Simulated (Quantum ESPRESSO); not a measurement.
# TePb (Fm-3m) in Quantum ESPRESSO: a series of runs, part 5 of 5

Quantum ESPRESSO 7.5. Earlier steps stand in the parts before.

### Step 6. Phonons, PBE

pw.in

```
&CONTROL
  calculation = 'scf'
  prefix = 'pwscf'
  outdir = './tmp'
  pseudo_dir = './pseudo'
  tprnfor = .true.
  tstress = .true.
  disk_io = 'low'
/
&SYSTEM
  ibrav = 0
  A = 4.56932402
  nat = 2
  ntyp = 2
  ecutwfc = 45
  ecutrho = 360
  nbnd = 16
  occupations = 'smearing'
  smearing = 'fd'
  degauss = 0.00367493
/
&ELECTRONS
  conv_thr = 4d-10
  electron_maxstep = 120
  mixing_beta = 0.5
/
ATOMIC_SPECIES
Pb   207.2000 pb_pbe_v1.uspp.F.UPF
Te   127.6000 te_pbe_v1.uspp.F.UPF
CELL_PARAMETERS alat
   0.0000000000    0.7071067812    0.7071067812
   0.7071067812    0.0000000000    0.7071067812
   0.7071067812    0.7071067812    0.0000000000
ATOMIC_POSITIONS alat
Pb     0.0000000000    0.0000000000    0.0000000000
Te     0.7071067812    0.7071067812    0.7071067812
K_POINTS automatic
4 4 4 1 1 1
```

relax.in

```
&CONTROL
  calculation = 'vc-relax'
  prefix = 'pwscf'
  outdir = './tmp'
  pseudo_dir = './pseudo'
  tprnfor = .true.
  tstress = .true.
  disk_io = 'low'
  nstep = 40
  forc_conv_thr = 0.0001
  etot_conv_thr = 1d-06
/
&SYSTEM
  ibrav = 0
  A = 4.56932402
  nat = 2
  ntyp = 2
  ecutwfc = 45
  ecutrho = 360
  nbnd = 16
  occupations = 'smearing'
  smearing = 'fd'
  degauss = 0.00367493
/
&ELECTRONS
  conv_thr = 4d-10
  electron_maxstep = 120
  mixing_beta = 0.5
/
&IONS
  ion_dynamics = 'bfgs'
/
&CELL
  cell_dynamics = 'bfgs'
  press = 0
  press_conv_thr = 0.2
/
ATOMIC_SPECIES
Pb   207.2000 pb_pbe_v1.uspp.F.UPF
Te   127.6000 te_pbe_v1.uspp.F.UPF
CELL_PARAMETERS alat
   0.0000000000    0.7071067812    0.7071067812
   0.7071067812    0.0000000000    0.7071067812
   0.7071067812    0.7071067812    0.0000000000
ATOMIC_POSITIONS alat
Pb     0.0000000000    0.0000000000    0.0000000000
Te     0.7071067812    0.7071067812    0.7071067812
K_POINTS automatic
4 4 4 1 1 1
```

gamma.in

```
&CONTROL
  calculation = 'bands'
  prefix = 'pwscf'
  outdir = './tmp'
  pseudo_dir = './pseudo'
  disk_io = 'low'
  verbosity = 'high'
/
&SYSTEM
  ibrav = 0
  A = 4.63964165
  nat = 2
  ntyp = 2
  ecutwfc = 45
  ecutrho = 360
  nbnd = 16
  occupations = 'smearing'
  smearing = 'fd'
  degauss = 0.00367493
/
&ELECTRONS
  conv_thr = 1d-08
  electron_maxstep = 120
  mixing_beta = 0.5
  diago_full_acc = .true.
  startingwfc = 'random'
/
ATOMIC_SPECIES
Pb   207.2000 pb_pbe_v1.uspp.F.UPF
Te   127.6000 te_pbe_v1.uspp.F.UPF
CELL_PARAMETERS alat
   0.0000000000    0.7071067816    0.7071067816
   0.7071067816    0.0000000000    0.7071067816
   0.7071067816    0.7071067816    0.0000000000
ATOMIC_POSITIONS alat
Pb     0.0000000000    0.0000000000    0.0000000000
Te     0.7071067816    0.7071067816    0.7071067816
K_POINTS crystal
1
0.0 0.0 0.0 1
```

scf2.in

```
&CONTROL
  calculation = 'scf'
  prefix = 'pwscf'
  outdir = './tmp'
  pseudo_dir = './pseudo'
  tprnfor = .true.
  tstress = .true.
  disk_io = 'low'
/
&SYSTEM
  ibrav = 0
  A = 4.63964165
  nat = 2
  ntyp = 2
  ecutwfc = 45
  ecutrho = 360
  nbnd = 16
  occupations = 'fixed'
/
&ELECTRONS
  conv_thr = 1d-13
  electron_maxstep = 120
  mixing_beta = 0.5
  startingpot = 'file'
/
ATOMIC_SPECIES
Pb   207.2000 pb_pbe_v1.uspp.F.UPF
Te   127.6000 te_pbe_v1.uspp.F.UPF
CELL_PARAMETERS alat
   0.0000000000    0.7071067816    0.7071067816
   0.7071067816    0.0000000000    0.7071067816
   0.7071067816    0.7071067816    0.0000000000
ATOMIC_POSITIONS alat
Pb     0.0000000000    0.0000000000    0.0000000000
Te     0.7071067816    0.7071067816    0.7071067816
K_POINTS automatic
4 4 4 1 1 1
```

ph.in

```
phonons of TePb
&INPUTPH
  prefix = 'pwscf'
  outdir = './tmp'
  tr2_ph = 1d-18
  fildyn = 'dyn'
  niter_ph = 90
  alpha_mix(1) = 0.7
/
0.5303300859 0.5303300859 -0.0000000000
```

Potentials or basis: GBRV 1.5 PBE.

On the command line:

```
$ OMP_NUM_THREADS=1 mpirun -n 4 pw.x -nk 2 -in pw.in > pw.out
$ OMP_NUM_THREADS=1 mpirun -n 4 pw.x -nk 2 -in relax.in > relax.out
$ OMP_NUM_THREADS=1 mpirun -n 4 pw.x -in gamma.in > gamma.out
$ OMP_NUM_THREADS=1 mpirun -n 4 pw.x -nk 2 -in scf2.in > scf2.out
$ OMP_NUM_THREADS=1 mpirun -n 4 ph.x -nk 2 -in ph.in > ph.out
```

pw.out:

```text
This program is part of the open-source Quantum ESPRESSO suite
     for quantum simulation of materials; please cite
[... 6 lines left out ...]
     using ibrav=0 with symmetry is DISCOURAGED, use correct ibrav instead

     K-points division:     npool     =       2
     Subspace diagonalization in iterative solution of the eigenvalue problem:
     a serial algorithm will be used

     --------------------
     sticks:   dense  smooth     PW     G-vecs:    dense   smooth      PW
     Min         921     462    141                26172     9249    1535
     Max         922     463    142                26173     9250    1536
     Sum        1843     925    283                52345    18499    3071

     Using Slab Decomposition

     bravais-lattice index     =            0
     lattice parameter (alat)  =       8.6348  a.u.
     unit-cell volume          =     455.2369 (a.u.)^3
     number of atoms/cell      =            2
     number of atomic types    =            2
     number of electrons       =        20.00
     number of Kohn-Sham states=           16
     kinetic-energy cutoff     =      45.0000  Ry
     charge density cutoff     =     360.0000  Ry
     scf convergence threshold =      4.0E-10
     mixing beta               =       0.5000
     number of iterations used =            8  plain     mixing
     Exchange-correlation= SLA  PW   PBE  PBE
                           (   1   4   3   4   0   0   0)

     celldm(1)=   8.634771  celldm(2)=   0.000000  celldm(3)=   0.000000
     celldm(4)=   0.000000  celldm(5)=   0.000000  celldm(6)=   0.000000

     crystal axes: (cart. coord. in units of alat)
               a(1) = (   0.000000   0.707107   0.707107 )
               a(2) = (   0.707107   0.000000   0.707107 )
               a(3) = (   0.707107   0.707107   0.000000 )

     reciprocal axes: (cart. coord. in units 2 pi/alat)
               b(1) = ( -0.707107  0.707107  0.707107 )
               b(2) = (  0.707107 -0.707107  0.707107 )
               b(3) = (  0.707107  0.707107 -0.707107 )

     PseudoPot. # 1 for Pb read from file:
     pb_pbe_v1.uspp.F.UPF
     Pseudo is Ultrasoft + core correction, Zval = 14.0
     Generated by new atomic code, or converted to UPF format
     Using radial grid of  899 points,  6 beta functions with:
                l(1) =   0
                l(2) =   0
                l(3) =   1
                l(4) =   1
                l(5) =   2
                l(6) =   2
     Q(r) pseudized with  6 coefficients,  rinner =    1.000   1.000   1.000
                                                       1.000   1.000

     PseudoPot. # 2 for Te read from file:
     te_pbe_v1.uspp.F.UPF
     Pseudo is Ultrasoft + core correction, Zval =  6.0
     Generated by new atomic code, or converted to UPF format
     Using radial grid of  891 points,  5 beta functions with:
                l(1) =   0
                l(2) =   0
                l(3) =   1
                l(4) =   1
                l(5) =   2
     Q(r) pseudized with  6 coefficients,  rinner =    1.800   1.800   1.800
                                                       1.800   1.800

     atomic species   valence    mass     pseudopotential
     Pb               14.00   207.20000     Pb( 1.00)
     Te                6.00   127.60000     Te( 1.00)

     48 Sym. Ops., with inversion, found

   Cartesian axes

     site n.     atom                  positions (alat units)
         1        Pb     tau(   1) = (   0.0000000   0.0000000   0.0000000  )
         2        Te     tau(   2) = (   0.7071068   0.7071068   0.7071068  )

     number of k points=    10  Fermi-Dirac smearing, width (Ry)=  0.0037
                       cart. coord. in units 2pi/alat
        k(    1) = (   0.0883883   0.0883883   0.0883883), wk =   0.0625000
        k(    2) = (   0.2651650   0.2651650  -0.0883883), wk =   0.1875000
        k(    3) = (  -0.2651650  -0.2651650   0.4419417), wk =   0.1875000
        k(    4) = (  -0.0883883  -0.0883883   0.2651650), wk =   0.1875000
        k(    5) = (   0.4419417   0.0883883   0.0883883), wk =   0.1875000
        k(    6) = (  -0.0883883  -0.4419417   0.6187184), wk =   0.3750000
        k(    7) = (   0.0883883  -0.2651650   0.4419417), wk =   0.3750000
        k(    8) = (  -0.6187184   0.0883883   0.0883883), wk =   0.1875000
        k(    9) = (   0.2651650   0.2651650   0.2651650), wk =   0.0625000
        k(   10) = (  -0.2651650  -0.2651650   0.7954951), wk =   0.1875000

     Dense  grid:    52345 G-vectors     FFT dimensions: (  54,  54,  54)

     Smooth grid:    18499 G-vectors     FFT dimensions: (  40,  40,  40)

     Initial potential from superposition of free atoms

     starting charge      19.9974, renormalised to      20.0000

     negative rho (up, down):  1.582E-02 0.000E+00
     Starting wfcs are   13 randomized atomic wfcs +    3 random wfcs

     Self-consistent Calculation

     iteration #  1     ecut=    45.00 Ry     beta= 0.50
     Davidson diagonalization with overlap
     ethr =  1.00E-02,  avg # of iterations =  5.4

     Threshold (ethr) on eigenvalues was too large:
     Diagonalizing with lowered threshold

     Davidson diagonalization with overlap
     ethr =  1.72E-04,  avg # of iterations =  4.7

     negative rho (up, down):  1.524E-02 0.000E+00

     total energy              =    -190.70697767 Ry
     estimated scf accuracy    <       0.03399900 Ry

     iteration #  2     ecut=    45.00 Ry     beta= 0.50
     Davidson diagonalization with overlap
     ethr =  1.70E-04,  avg # of iterations =  2.0

     negative rho (up, down):  1.536E-02 0.000E+00

     total energy              =    -190.71520113 Ry
     estimated scf accuracy    <       0.00236692 Ry

     iteration #  3     ecut=    45.00 Ry     beta= 0.50
     Davidson diagonalization with overlap
     ethr =  1.18E-05,  avg # of iterations =  3.5

     negative rho (up, down):  1.535E-02 0.000E+00

     total energy              =    -190.71566651 Ry
     estimated scf accuracy    <       0.00037530 Ry

     iteration #  4     ecut=    45.00 Ry     beta= 0.50
     Davidson diagonalization with overlap
     c_bands:  1 eigenvalues not converged
     ethr =  1.88E-06,  avg # of iterations =  6.6

     negative rho (up, down):  1.538E-02 0.000E+00

     total energy              =    -190.71569599 Ry
     estimated scf accuracy    <       0.00000705 Ry

     iteration #  5     ecut=    45.00 Ry     beta= 0.50
     Davidson diagonalization with overlap
     ethr =  3.53E-08,  avg # of iterations = 10.9

     negative rho (up, down):  1.544E-02 0.000E+00

     total energy              =    -190.71572830 Ry
     estimated scf accuracy    <       0.00000160 Ry

     iteration #  6     ecut=    45.00 Ry     beta= 0.50
     Davidson diagonalization with overlap
     ethr =  8.02E-09,  avg # of iterations =  5.0
[... 15 lines left out ...]
     iteration #  8     ecut=    45.00 Ry     beta= 0.50
     Davidson diagonalization with overlap
     ethr =  8.06E-11,  avg # of iterations =  5.0

     negative rho (up, down):  1.554E-02 0.000E+00

     total energy              =    -190.71572839 Ry
     estimated scf accuracy    <          1.3E-09 Ry

     iteration #  9     ecut=    45.00 Ry     beta= 0.50
     Davidson diagonalization with overlap
     ethr =  6.61E-12,  avg # of iterations =  2.9

     negative rho (up, down):  1.554E-02 0.000E+00

     End of self-consistent calculation

          k = 0.0884 0.0884 0.0884 (  2319 PWs)   bands (ev):

    -9.2605  -9.2605  -9.2498  -9.2481  -9.2481  -4.4170   1.4333   6.1675
     6.1675   6.3682  10.8192  10.9898  10.9898  13.1355  13.5353  13.5353

          k = 0.2652 0.2652-0.0884 (  2327 PWs)   bands (ev):

    -9.2685  -9.2680  -9.2477  -9.2407  -9.2374  -3.7524   0.0369   5.2467
     6.6898   7.3137   8.7493   9.0610  11.2541  13.6194  14.2741  16.1651

          k =-0.2652-0.2652 0.4419 (  2332 PWs)   bands (ev):

    -9.2786  -9.2685  -9.2465  -9.2352  -9.2315  -3.0954  -0.9516   5.6023
     6.0733   6.5458   9.1640   9.4599  10.0803  14.4636  15.8400  16.5476

          k =-0.0884-0.0884 0.2652 (  2319 PWs)   bands (ev):

    -9.2713  -9.2586  -9.2516  -9.2425  -9.2408  -4.0722   0.7093   5.7220
     5.7953   7.0585   9.0971  11.0455  11.1721  12.4251  14.7423  14.9537

          k = 0.4419 0.0884 0.0884 (  2329 PWs)   bands (ev):

    -9.2929  -9.2549  -9.2543  -9.2337  -9.2319  -3.4684   0.1120   4.9592
     5.1824   5.3205  10.9964  11.3624  11.7216  12.0550  15.8287  16.7468

          k =-0.0884-0.4419 0.6187 (  2315 PWs)   bands (ev):

    -9.3004  -9.2588  -9.2484  -9.2357  -9.2263  -2.8059  -0.5399   3.6920
     4.3179   6.4761   9.7519  11.9668  12.8577  13.3323  15.2996  15.8363

          k = 0.0884-0.2652 0.4419 (  2316 PWs)   bands (ev):

    -9.2849  -9.2634  -9.2475  -9.2363  -9.2323  -3.2213  -0.4840   4.6585
     5.3382   6.7575   9.1745  10.5454  11.7212  13.3257  15.8349  16.1291

          k =-0.6187 0.0884 0.0884 (  2319 PWs)   bands (ev):

    -9.3124  -9.2573  -9.2507  -9.2271  -9.2260  -2.9207  -0.0638   3.3295
     4.8474   4.9254  11.0664  12.3069  12.4524  13.5334  15.8323  17.5604

          k = 0.2652 0.2652 0.2652 (  2337 PWs)   bands (ev):

    -9.2704  -9.2704  -9.2480  -9.2351  -9.2351  -3.4785  -0.5761   6.4717
     6.4717   7.2168   8.6561   9.0529   9.0529  14.5999  15.6247  15.6247

          k =-0.2652-0.2652 0.7955 (  2318 PWs)   bands (ev):

    -9.2884  -9.2645  -9.2436  -9.2371  -9.2316  -2.9122  -0.7874   4.0517
     5.7840   6.1170   9.9258   9.9917  12.3408  14.1946  15.3577  15.7977

     the Fermi energy is     8.0041 ev

!    total energy              =    -190.71572839 Ry
     estimated scf accuracy    <          8.1E-11 Ry
     smearing contrib. (-TS)   =      -0.00000002 Ry
     internal energy E=F+TS    =    -190.71572837 Ry

     The total energy is F=E-TS. E is the sum of the following terms:
     one-electron contribution =     -45.93783641 Ry
     hartree contribution      =      35.16033187 Ry
     xc contribution           =     -77.84001374 Ry
     ewald contribution        =    -102.09821009 Ry

     convergence has been achieved in   9 iterations

     negative rho (up, down):  1.554E-02 0.000E+00

     Forces acting on atoms (cartesian axes, Ry/au):

     atom    1 type  1   force =     0.00000000    0.00000000   -0.00000000
     atom    2 type  2   force =     0.00000000    0.00000000    0.00000000

     Total force =     0.000000     Total SCF correction =     0.000000

     Computing stress (Cartesian axis) and pressure

     negative rho (up, down):  1.554E-02 0.000E+00
          total   stress  (Ry/bohr**3)                   (kbar)     P=       19.83
   0.00013483  -0.00000000  -0.00000000           19.83       -0.00       -0.00
  -0.00000000   0.00013483  -0.00000000           -0.00       19.83       -0.00
  -0.00000000  -0.00000000   0.00013483           -0.00       -0.00       19.83

=------------------------------------------------------------------------------=
   JOB DONE.
=------------------------------------------------------------------------------=
```

It took 2.9 min on 4 MPI ranks of AMD EPYC 9R45 (Zen 5), shared host; peak memory 0.52 GiB.

What came out:

| Item | Value |
| --- | --- |
| Free energy | -2594.8392 eV |
| Relaxed volume | 35.31 Å³/atom |
| Relaxed cell | a = 4.640 Å, b = 4.640 Å, c = 4.640 Å, α = 60.00°, β = 60.00°, γ = 60.00° |
| Space group after relaxing (to 0.05 Å) | Fm-3m (No. 225) |
| Pressure after relaxing | 0.0 GPa |
| Highest phonon frequency at the q point run | 91 cm⁻¹ |

The path:
| step | energy change (eV) | largest force (eV/Å) | pressure (GPa) | volume (Å³) |
| --- | --- | --- | --- | --- |
| 1 | 0.0000 | 0.0000 | 1.98 | 67.46 |
| 2 | -0.0074 | 0.0000 | 1.51 | 68.14 |
| 3 | -0.0134 | 0.0000 | 1.02 | 68.90 |
| 4 | -0.0182 | 0.0000 | 0.32 | 70.05 |
| 5 | -0.0187 | 0.0000 | 0.01 | 70.60 |
| 6 | -0.0187 | 0.0000 | 0.00 | 70.62 |

Final structure:
```yaml
crystal:
  lattice:
    - [0.00000, 3.28072, 3.28072]
    - [3.28072, 0.00000, 3.28072]
    - [3.28072, 3.28072, 0.00000]
  atoms:
    - { symbol: Pb, position: [0.00000, 0.00000, 0.00000] }
    - { symbol: Te, position: [0.50000, 0.50000, 0.50000] }
```

Levels at points of the mesh, in eV from the valence-band top:
```csv
k point,band 7,band 8,band 9,band 10,band 11,band 12,band 13,band 14
"(0.12, 0.12, 0.12)",-5.96,-1.00,-1.00,-0.85,3.46,3.63,3.63,5.90
```

Phonon frequencies in cm⁻¹ (negative: imaginary):
```tsv
q point	frequencies
(0.375, 0.375, 0.750)	34 39 54 70 80 91
```

Phonon modes at q = (0.375, 0.375, 0.750) in reciprocal lattice units:
```tsv
mode	symmetry	cm⁻¹
1	B_2	34
2	B_1	39
3	A_1	54
4	B_2	70
5	B_1	80
6	A_1	91
```

### Step 7. Overview

| level | k mesh | pressure (GPa) |
| --- | --- | --- |
| BLYP | 6 × 6 × 6, shifted | 0.0 |
| RPBE | 6 × 6 × 6, shifted | 0.0 |
| vdW-DF-cx | 6 × 6 × 6, shifted | 0.0 |
| PBE | 4 × 4 × 4, shifted | 0.0 |

Alike in all rows: task phonons; potentials or basis GBRV 1.5 PBE; no spin polarisation; cell relaxed; cutoff (eV) 612; smearing fermi-dirac 0.05 eV.

Caveats: the potentials were made for another functional, which shifts forces and pressure (some runs); some modes are imaginary (some runs).

Absolute energies hang on the potentials; compare differences alone.

### Step 8. Comparison with measurements

Step 2. Against the measured high-frequency dielectric constant of TePb, 36.9 (77 K; a printed reference work, monograph), the calculated 24.32 is off by -34.1 %. So large a miss can be the level of theory's own, or it may mean another phase, state or a wrong row. 2 values of this kind are on record (32.8 to 36.9); this one was drawn at random.

Step 3. Against the measured high-frequency dielectric constant of TePb, 36.9 (77 K; a printed reference work, monograph), the calculated 24.34 is off by -34.0 %. So large a miss can be the level of theory's own, or it may mean another phase, state or a wrong row. 2 values of this kind are on record (32.8 to 36.9); this one was drawn at random.

Step 4. A measured high-frequency dielectric constant of TePb is 32.8 (300 K; a printed reference work, monograph); the calculated 30.02 misses it by -8.5 %. 2 values of this kind are on record (32.8 to 36.9); this one was drawn at random.

Step 5. Measured high-frequency dielectric constant of TePb: 36.9 (77 K; a printed reference work, monograph). This calculation gives 24.86 (-32.6 %). So large a miss can be the level of theory's own, or it may mean another phase, state or a wrong row. 2 values of this kind are on record (32.8 to 36.9); this one was drawn at random.
